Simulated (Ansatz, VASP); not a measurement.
# Cross-check of Hf5Ga8N8O10 (amorphous HfO2 against GaN(10-10), 6.1 A) between VASP and Ansatz

One calculation is typed for both programs; each brings its own data sets. How far apart do they land? The structure shown is the start of the Ansatz relaxation below; VASP solves that cell, so the two are compared at the walk's first step.

Method: plane waves, with VASP 6.6.1 beside it; single point at PBE, in Ansatz 0.2.0.

### Step 1. Starting point

The cell holds 93 atoms: 24 Ga, 24 N, 15 Hf and 30 O. Its edges and angles: a = 10.460 Å, b = 9.630 Å, c = 11.684 Å, α = 90.0°, β = 90.0°, γ = 90.0°. It derives from GaN (4 planes of wurtzite GaN(10-10)). A slab of 4 planes of wurtzite GaN(10-10) (starting lattice constant a = 3.21 A, c = 5.23 A), 10.46 x 9.63 A in plane. 45 atoms (15 Hf, 30 O) packed at random between the slab and its periodic image at 8.5 g/cm^3 (a layer of 6.1 A) and pushed apart as soft spheres. Langevin MD at fixed cell with the MACE-MP-0b2 small potential (Batatia et al., arXiv:2401.00096), steps of 2 fs: 0.84 ps at 3200 K with the crystal held, 3200 to 1000 K in 2.4 ps with the crystal held, 1000 to 300 K in 1.2 ps with its inner planes held; soft walls kept the melt out of the crystal while it was held. Then all atoms and the cell's height relaxed. The structure's axis is c.

### Step 2. Ansatz: relaxation, PBE

Ansatz runs on its default PAW (the set named soft_2) files.

The two programs are compared at the cell with which this relaxation starts, whose forces are those of its first step.

input.yaml

```yaml
crystal:
  lattice:
    - [10.46, 0.0, 0.0]
    - [0.0, 9.63, 0.0]
    - [0.0, 0.0, 11.68381]
  atoms:
    - { symbol: Ga, position: [0.01251, 0.98136, 0.40125] }
    - { symbol: "N", position: [0.06785, 0.98155, 0.07995] }
    - { symbol: Ga, position: [0.25474, 0.96468, 0.08341] }
    - { symbol: "N", position: [0.3214, 0.95798, 0.41298] }
    - { symbol: Ga, position: [0.00239, 0.14196, 0.16976] }
    - { symbol: "N", position: [0.07088, 0.14501, 0.32445] }
    - { symbol: Ga, position: [0.25756, 0.13574, 0.33385] }
    - { symbol: "N", position: [0.31012, 0.13412, 0.16441] }
    - { symbol: Ga, position: [0.00664, 0.31437, 0.39745] }
    - { symbol: "N", position: [0.06108, 0.29226, 0.07665] }
    - { symbol: Ga, position: [0.24426, 0.30675, 0.09113] }
    - { symbol: "N", position: [0.32528, 0.31002, 0.39864] }
    - { symbol: Ga, position: [0.00242, 0.47063, 0.14758] }
    - { symbol: "N", position: [0.06845, 0.47722, 0.31702] }
    - { symbol: Ga, position: [0.25387, 0.47601, 0.32734] }
    - { symbol: "N", position: [0.31421, 0.47229, 0.16959] }
    - { symbol: Ga, position: [0.01206, 0.6449, 0.40007] }
    - { symbol: "N", position: [0.07206, 0.64165, 0.09693] }
    - { symbol: Ga, position: [0.24735, 0.63823, 0.09905] }
    - { symbol: "N", position: [0.32621, 0.64515, 0.40332] }
    - { symbol: Ga, position: [0.00369, 0.80837, 0.15819] }
    - { symbol: "N", position: [0.06969, 0.81519, 0.32096] }
    - { symbol: Ga, position: [0.25596, 0.80592, 0.31824] }
    - { symbol: "N", position: [0.32275, 0.80397, 0.16382] }
    - { symbol: Ga, position: [0.50742, 0.96984, 0.39757] }
    - { symbol: "N", position: [0.55563, 0.96358, 0.09331] }
    - { symbol: Ga, position: [0.74369, 0.96949, 0.08908] }
    - { symbol: "N", position: [0.82914, 0.98045, 0.39873] }
    - { symbol: Ga, position: [0.49465, 0.13197, 0.16145] }
    - { symbol: "N", position: [0.5659, 0.13519, 0.31538] }
    - { symbol: Ga, position: [0.75404, 0.14513, 0.32206] }
    - { symbol: "N", position: [0.81158, 0.14378, 0.1632] }
    - { symbol: Ga, position: [0.50903, 0.3016, 0.39066] }
    - { symbol: "N", position: [0.55023, 0.30028, 0.08751] }
    - { symbol: Ga, position: [0.73802, 0.30541, 0.08096] }
    - { symbol: "N", position: [0.81702, 0.31935, 0.4009] }
    - { symbol: Ga, position: [0.49925, 0.47373, 0.15897] }
    - { symbol: "N", position: [0.57057, 0.46986, 0.3166] }
    - { symbol: Ga, position: [0.75915, 0.47631, 0.30963] }
    - { symbol: "N", position: [0.81277, 0.47139, 0.1521] }
    - { symbol: Ga, position: [0.51211, 0.62925, 0.40437] }
    - { symbol: "N", position: [0.56124, 0.64365, 0.08245] }
    - { symbol: Ga, position: [0.75772, 0.64702, 0.07124] }
    - { symbol: "N", position: [0.8277, 0.62507, 0.40968] }
    - { symbol: Ga, position: [0.5113, 0.80194, 0.18223] }
    - { symbol: "N", position: [0.57741, 0.79881, 0.33614] }
    - { symbol: Ga, position: [0.76597, 0.8021, 0.33741] }
    - { symbol: "N", position: [0.81819, 0.80519, 0.17386] }
    - { symbol: Hf, position: [0.31627, 0.33914, 0.58449] }
    - { symbol: Hf, position: [0.01632, 0.74271, 0.70635] }
    - { symbol: Hf, position: [0.81384, 0.03572, 0.57543] }
    - { symbol: Hf, position: [0.77305, 0.89841, 0.81942] }
    - { symbol: Hf, position: [0.26429, 0.51085, 0.82195] }
    - { symbol: Hf, position: [0.28594, 0.7755, 0.55836] }
    - { symbol: Hf, position: [0.5316, 0.59844, 0.70999] }
    - { symbol: Hf, position: [0.29087, 0.99499, 0.77865] }
    - { symbol: Hf, position: [0.51182, 0.79261, 0.94961] }
    - { symbol: Hf, position: [0.8384, 0.44508, 0.82529] }
    - { symbol: Hf, position: [0.50472, 0.29863, 0.90175] }
    - { symbol: Hf, position: [0.52096, 0.09121, 0.64939] }
    - { symbol: Hf, position: [0.99851, 0.09428, 0.93103] }
    - { symbol: Hf, position: [0.04123, 0.2319, 0.67204] }
    - { symbol: Hf, position: [0.78044, 0.47091, 0.55762] }
    - { symbol: O, position: [0.70059, 0.33856, 0.91642] }
    - { symbol: O, position: [0.60082, 0.58861, 0.54317] }
    - { symbol: O, position: [0.01089, 0.05585, 0.56846] }
    - { symbol: O, position: [0.69824, 0.05608, 0.72398] }
    - { symbol: O, position: [0.96598, 0.89275, 0.83632] }
    - { symbol: O, position: [0.84354, 0.84775, 0.65043] }
    - { symbol: O, position: [0.95913, 0.28104, 0.83498] }
    - { symbol: O, position: [0.6863, 0.47114, 0.71705] }
    - { symbol: O, position: [0.3196, 0.14635, 0.64281] }
    - { symbol: O, position: [0.42026, 0.90013, 0.65622] }
    - { symbol: O, position: [0.34143, 0.59244, 0.64199] }
    - { symbol: O, position: [0.61154, 0.76438, 0.78965] }
    - { symbol: O, position: [0.31967, 0.36412, 0.94851] }
    - { symbol: O, position: [0.81305, 0.05798, 0.94387] }
    - { symbol: O, position: [0.09629, 0.70768, 0.54055] }
    - { symbol: O, position: [0.44807, 0.40696, 0.76142] }
    - { symbol: O, position: [0.90988, 0.55059, 0.66886] }
    - { symbol: O, position: [0.85455, 0.26342, 0.6216] }
    - { symbol: O, position: [0.33417, 0.91128, 0.93577] }
    - { symbol: O, position: [0.70787, 0.8238, 0.97047] }
    - { symbol: O, position: [0.10768, 0.61951, 0.81504] }
    - { symbol: O, position: [0.61939, 0.01034, 0.52018] }
    - { symbol: O, position: [0.8403, 0.59326, 0.93348] }
    - { symbol: O, position: [0.46795, 0.11855, 0.82717] }
    - { symbol: O, position: [0.18476, 0.85314, 0.69669] }
    - { symbol: O, position: [0.11357, 0.32389, 0.5279] }
    - { symbol: O, position: [0.41084, 0.64414, 0.86521] }
    - { symbol: O, position: [0.51675, 0.27861, 0.55721] }
    - { symbol: O, position: [0.19136, 0.3667, 0.71947] }
    - { symbol: O, position: [0.13272, 0.10351, 0.80437] }
kpoints:
  mp_grid: { grid: [1, 1, 1] }
hamiltonian:
  xc: pbe
scf:
  occupations: { method: fermi_dirac, width: 0.025 }
output:
  forces: true
relax:
  f_tol: 0.04
  max_steps: 250
  cell: { fix: [a, b, alpha, beta, gamma] }
```

Run with:

```sh
$ ansatz run input.yaml --threads 4 --pin off --max-ram 8192MiB --backend cpu --events-out ev --progress --plain --runs-dir out
```

Numbers of over 12 decimals in the logs are rounded to 6 here.

Log:

```text
Engine: ansatz 0.2.0, aarch64-unknown-linux-gnu
Pseudopotentials: kind: paw
Pseudopotential: Ga, paw, valence charge 13, recommended cutoff 420 eV (normal), Ga.paw.azcp
Pseudopotential: N, paw, valence charge 5, recommended cutoff 420 eV (normal), N.paw.azcp
Pseudopotential: Hf, paw, valence charge 26, recommended cutoff 420 eV (normal), Hf.paw.azcp
Pseudopotential: O, paw, valence charge 6, recommended cutoff 420 eV (normal), O.paw.azcp
Functional definition: PBE
  parameter kappa = 0.804
  parameter beta = 0.066725
  exchange = pbe_x(kappa = kappa, mu = beta*pi^2/3)
  correlation = pbe_c(beta = beta)
Crystal: 93 atoms, lattice volume = 1176.908 Å³
Basis set: ecut = 420 eV, 23013 PW (Γ), exchange–correlation on 144×144×160 points (8 copies of the dense FFT grid, shifted against one another)
Bands: 602, of which v1, the nominal top of the filled ones, is band 501 counted from 1 (500 counted from 0)
Symmetry: 1 space group operations
Space group: P1 (ITA 1), of the structure as read, at distance tolerance 1.1e-4 Å
k-points: 1
Non-local potential: Ga, projectors of the file, l = 0: 2, l = 1: 2, l = 2: 3, l = 3: 1
Non-local potential: N, projectors of the file, l = 0: 2, l = 1: 2, l = 2: 1
Non-local potential: Hf, projectors of the file, l = 0: 3, l = 1: 2, l = 2: 2, l = 3: 3
Non-local potential: O, projectors of the file, l = 0: 2, l = 1: 2, l = 2: 1
PAW form: soft (Blöchl's): semilocal exchange-correlation on the pseudo side does not see the compensation charge
PAW one-centre angular grid: Ga, 590 points (default); XC on 64 Gauss nodes
PAW one-centre angular grid: N, 110 points (default); XC on 64 Gauss nodes
PAW one-centre angular grid: Hf, 590 points (default); XC on 64 Gauss nodes
PAW one-centre angular grid: O, 110 points (default); XC on 64 Gauss nodes
Initial density: superposition of atomic densities (neutral atoms: chi_scale 0, normalization atom), corrected by the library's trained network
Initial wavefunctions: pseudopotential atomic-orbital guess
Functional: x = pbe(κ = 0.804, μ = 0.219515), c = pbe(β = 0.066725)
SCF iter   1: F=—  HF=-352930.427926 eV  |F-HF|=—  |Δ(HF+E_count)|=         —  Δρ=4.54e-3  dr2=5.84e-1  ethr=1.77e-3  ⟨swp⟩=6.0  Hψ=1852  notcnv=0  defer=91
preconditioner: auto → Resta (q_TF=auto, 2.656 Å⁻¹)  ε∞=5.1  [insulator: Δε(μ)=1.503 eV  Ē_g=16.727 eV  σ=0.025 eV  W_gap=1.00  n_scr=364 (ndim 8)  ℏωp=33.7 eV  f_vac=0.079  D(μ)=0.00/eV (n_scr^D=0)  ε∞_Penn≈5.1]
SCF iter   2: F=—  HF=-352930.345096 eV  |F-HF|=—  |Δ(HF+E_count)|=   8.28e-2  Δρ=2.34e-3  dr2=1.35e-1  ethr=5.82e-5  ⟨swp⟩=2.0  Hψ=697  notcnv=0  defer=97
SCF iter   3: F=—  HF=-352930.325900 eV  |F-HF|=—  |Δ(HF+E_count)|=   1.92e-2  Δρ=1.22e-3  dr2=2.74e-2  ethr=1.35e-5  ⟨swp⟩=2.0  Hψ=936  notcnv=0  defer=97
SCF iter   4: F=—  HF=-352930.322002 eV  |F-HF|=—  |Δ(HF+E_count)|=   3.90e-3  Δρ=4.15e-4  dr2=2.66e-3  ethr=2.73e-6  ⟨swp⟩=2.0  Hψ=944  notcnv=0  defer=97
SCF iter   5: F=—  HF=-352930.322405 eV  |F-HF|=—  |Δ(HF+E_count)|=   4.03e-4  Δρ=2.70e-4  dr2=8.24e-4  ethr=2.65e-7  ⟨swp⟩=2.0  Hψ=1005  notcnv=0  defer=97
SCF iter   6: F=—  HF=-352930.322297 eV  |F-HF|=—  |Δ(HF+E_count)|=   1.08e-4  Δρ=6.58e-5  dr2=5.66e-5  ethr=8.23e-8  ⟨swp⟩=2.0  Hψ=1005  notcnv=0  defer=97
SCF iter   7: F=—  HF=-352930.323415 eV  |F-HF|=—  |Δ(HF+E_count)|=   1.12e-3  Δρ=3.30e-5  dr2=1.46e-5  ethr=5.65e-9  ⟨swp⟩=2.0  Hψ=1100  notcnv=0  defer=97
SCF iter   8: F=—  HF=-352930.323423 eV  |F-HF|=—  |Δ(HF+E_count)|=   7.65e-6  Δρ=2.46e-5  dr2=7.20e-6  ethr=1.45e-9  ⟨swp⟩=2.0  Hψ=1005  notcnv=0  defer=97
SCF iter   9: F=—  HF=-352930.323423 eV  |F-HF|=—  |Δ(HF+E_count)|=   7.47e-8  Δρ=5.35e-6  dr2=4.19e-7  ethr=7.18e-10  ⟨swp⟩=2.0  Hψ=1005  notcnv=0  defer=97
SCF iter  10: F=—  HF=-352930.323423 eV  |F-HF|=—  |Δ(HF+E_count)|=   3.95e-7  Δρ=3.64e-6  dr2=1.65e-7  ethr=9.98e-12  ⟨swp⟩=4.0  Hψ=2105  notcnv=0
SCF iter  11: F=-352930.323423 eV  HF=-352930.323423 eV  |F-HF|=3.33e-8  |Δ(HF+E_count)|=   5.41e-8  Δρ=2.18e-6  dr2=6.14e-8  ethr=9.98e-12  ⟨swp⟩=4.0  Hψ=1851  notcnv=0
SCF 1 converged in 11 iterations: F = -352930.323423 eV  dr2 = 6.14e-8
  greatest PAW one-centre occupation: 0.999 electrons in one spin orbital (limit 2), on the Hf atom at site 49 (counted from 0), in its partial waves of l = 0
relax step   1: F+E_penalty+E_count = -352930.32342318 eV  Δ(F+E_penalty+E_count) = +0.000e0 eV  max|allowed force component| = 1.117e0 eV/Å  Δτ_max = 0.0000 Å  P = +0.506 GPa  Ω = 1176.908 Å³  fix = [a, b, alpha, beta, gamma]  reactions: a +1.563, b -3.176 GPa; alpha +0.904, beta +2.803, gamma +0.011 GPa/rad  (11 SCF iters, dr2 threshold 1.00e-7 eV, accepted)
Crystal: 93 atoms, lattice volume = 1193.138 Å³
Basis set: ecut = 420 eV, 23329 PW (Γ), exchange–correlation on 144×144×160 points (8 copies of the dense FFT grid, shifted against one another)
Initial density: handed on by an earlier stage of this run
[...]
atom  85  O      0.00179519     0.00288315     0.00121894
  atom  86  O      0.00161819     0.00120376    -0.00451411
  atom  87  O      0.00160270     0.00027928     0.00065870
  atom  88  O      0.00014975    -0.00166802     0.00081451
  atom  89  O     -0.00219579    -0.00181643     0.00358690
  atom  90  O     -0.00151449    -0.00263557    -0.00293542
  atom  91  O     -0.00512533    -0.00097620     0.00049592
  atom  92  O     -0.00147153    -0.00536168    -0.00226403
  atom  93  O      0.00037502     0.00170907    -0.00379769
  max |Σ_I F_I| component: 1.66e-5 eV/Å
--- Stress (GPa, compression-positive) ---
        0.557583       0.240117      -2.879865
        0.240117      -3.213014      -1.249107
       -2.879865      -1.249107       0.000510
  P = ⅓ Tr σ = -0.8850 GPa (-8.850 kbar)
--- Relaxed structure (9 steps of the walk, 9 accepted, 2 SCFs on fresh bases) ---
  F+E_penalty+E_count = -352931.17362307 eV   max|allowed force component| = 1.935e-2 eV/Å   (the final SCF, on the basis selected at the relaxed cell)
  cell:  # Å, volume = 1193.7809 Å³
    - [10.46, 0, 0]
    - [0, 9.63, 0]
    - [0, 0, 11.851318]
  atoms:
    - { symbol: Ga, position: [0.015260, 0.990422, 0.401439] }
    - { symbol: N, position: [0.069090, 0.991244, 0.076776] }
    - { symbol: Ga, position: [0.257366, 0.975180, 0.085970] }
    - { symbol: N, position: [0.327547, 0.976382, 0.404116] }
    - { symbol: Ga, position: [0.00556548, 0.154847, 0.169352] }
    - { symbol: N, position: [0.072361, 0.154114, 0.324385] }
    - { symbol: Ga, position: [0.260164, 0.145146, 0.329909] }
    - { symbol: N, position: [0.313188, 0.143313, 0.164262] }
    - { symbol: Ga, position: [0.010640, 0.323431, 0.397323] }
    - { symbol: N, position: [0.064631, 0.310476, 0.085251] }
    - { symbol: Ga, position: [0.245242, 0.314701, 0.097404] }
    - { symbol: N, position: [0.324458, 0.318945, 0.399859] }
    - { symbol: Ga, position: [0.00301623, 0.481302, 0.148709] }
    - { symbol: N, position: [0.070397, 0.489686, 0.322553] }
    - { symbol: Ga, position: [0.256320, 0.485977, 0.331306] }
    - { symbol: N, position: [0.317078, 0.479988, 0.173229] }
    - { symbol: Ga, position: [0.012726, 0.656623, 0.398444] }
    - { symbol: N, position: [0.070627, 0.652463, 0.095147] }
    - { symbol: Ga, position: [0.241703, 0.645906, 0.119175] }
    - { symbol: N, position: [0.327069, 0.656553, 0.407497] }
    - { symbol: Ga, position: [0.00530324, 0.819876, 0.157072] }
    - { symbol: N, position: [0.072854, 0.825350, 0.321702] }
    - { symbol: Ga, position: [0.260586, 0.821827, 0.321533] }
    - { symbol: N, position: [0.324008, 0.812261, 0.166218] }
    - { symbol: Ga, position: [0.511912, 0.980375, 0.392226] }
    - { symbol: N, position: [0.557089, 0.970552, 0.093148] }
    - { symbol: Ga, position: [0.742997, 0.975886, 0.090346] }
    - { symbol: N, position: [0.829870, 0.988559, 0.396699] }
    - { symbol: Ga, position: [0.499609, 0.139242, 0.163349] }
    - { symbol: N, position: [0.572539, 0.147630, 0.316871] }
    - { symbol: Ga, position: [0.760435, 0.157755, 0.323910] }
    - { symbol: N, position: [0.814595, 0.152511, 0.163694] }
    - { symbol: Ga, position: [0.509115, 0.310421, 0.390519] }
    - { symbol: N, position: [0.551567, 0.307585, 0.085816] }
    - { symbol: Ga, position: [0.738436, 0.311404, 0.081184] }
    - { symbol: N, position: [0.819061, 0.335045, 0.405129] }
    - { symbol: Ga, position: [0.502167, 0.480314, 0.159307] }
    - { symbol: N, position: [0.574037, 0.478564, 0.317452] }
    - { symbol: Ga, position: [0.763901, 0.486423, 0.303809] }
    - { symbol: N, position: [0.813085, 0.481148, 0.147210] }
    - { symbol: Ga, position: [0.515095, 0.639328, 0.401346] }
    - { symbol: N, position: [0.559692, 0.649348, 0.083994] }
    - { symbol: Ga, position: [0.757115, 0.653796, 0.064793] }
    - { symbol: N, position: [0.825483, 0.638480, 0.410126] }
    - { symbol: Ga, position: [0.514086, 0.810035, 0.183073] }
    - { symbol: N, position: [0.580659, 0.807171, 0.334017] }
    - { symbol: Ga, position: [0.768950, 0.812379, 0.330512] }
    - { symbol: N, position: [0.820194, 0.811522, 0.167994] }
    - { symbol: Hf, position: [0.310722, 0.333676, 0.583136] }
    - { symbol: Hf, position: [0.014374, 0.727034, 0.710551] }
    - { symbol: Hf, position: [0.813593, 0.020667, 0.575946] }
    - { symbol: Hf, position: [0.764557, 0.891784, 0.818407] }
    - { symbol: Hf, position: [0.260240, 0.494039, 0.827904] }
    - { symbol: Hf, position: [0.283885, 0.756864, 0.567849] }
    - { symbol: Hf, position: [0.530864, 0.588730, 0.712671] }
    - { symbol: Hf, position: [0.294345, 0.982258, 0.779240] }
    - { symbol: Hf, position: [0.506465, 0.786362, 0.949271] }
    - { symbol: Hf, position: [0.838673, 0.434054, 0.818824] }
    - { symbol: Hf, position: [0.506204, 0.283323, 0.905802] }
    - { symbol: Hf, position: [0.518032, 0.091264, 0.645558] }
    - { symbol: Hf, position: [0.994390, 0.072588, 0.921794] }
    - { symbol: Hf, position: [0.044340, 0.210403, 0.668794] }
    - { symbol: Hf, position: [0.775514, 0.489439, 0.547076] }
    - { symbol: O, position: [0.702511, 0.327912, 0.911236] }
    - { symbol: O, position: [0.593856, 0.598763, 0.545423] }
    - { symbol: O, position: [0.018556, 0.027485, 0.568247] }
    - { symbol: O, position: [0.692886, 0.047032, 0.722344] }
    - { symbol: O, position: [0.962491, 0.885356, 0.836725] }
    - { symbol: O, position: [0.840167, 0.831514, 0.657706] }
    - { symbol: O, position: [0.958317, 0.264055, 0.829611] }
    - { symbol: O, position: [0.689357, 0.467683, 0.707933] }
    - { symbol: O, position: [0.318361, 0.139789, 0.643641] }
    - { symbol: O, position: [0.413472, 0.893553, 0.649591] }
    - { symbol: O, position: [0.340694, 0.570749, 0.640805] }
    - { symbol: O, position: [0.600249, 0.761603, 0.789501] }
    - { symbol: O, position: [0.319036, 0.352177, 0.950650] }
    - { symbol: O, position: [0.807703, 0.049321, 0.942138] }
    - { symbol: O, position: [0.093373, 0.705350, 0.544730] }
    - { symbol: O, position: [0.456963, 0.402114, 0.774141] }
    - { symbol: O, position: [0.913122, 0.537339, 0.658682] }
    - { symbol: O, position: [0.858849, 0.225284, 0.619968] }
    - { symbol: O, position: [0.331007, 0.915080, 0.939648] }
    - { symbol: O, position: [0.701109, 0.819799, 0.967347] }
    - { symbol: O, position: [0.095375, 0.593339, 0.819416] }
    - { symbol: O, position: [0.616740, 0.00398489, 0.522361] }
    - { symbol: O, position: [0.829181, 0.588673, 0.920747] }
    - { symbol: O, position: [0.468920, 0.105796, 0.823356] }
    - { symbol: O, position: [0.189821, 0.824085, 0.713069] }
    - { symbol: O, position: [0.112479, 0.315035, 0.531966] }
    - { symbol: O, position: [0.399580, 0.642417, 0.863100] }
    - { symbol: O, position: [0.511981, 0.280167, 0.557125] }
    - { symbol: O, position: [0.193205, 0.352963, 0.722566] }
    - { symbol: O, position: [0.134163, 0.086272, 0.800395] }
```

(Part 1 of 2 ends here.)

[Lines on the potential files, build, host, timing and source positions are cut from VASP's logs without a mark.]

[Logs are printed without paths, hosts, clocks, repeated set-up lines and the standing remarks that a program may print on its own settings, such as how far it seeks lower states.]

[Hosts, paths, dates, database ids (printed as entryN), source tags and the programs' standing remarks are cut or masked in the printed files.]
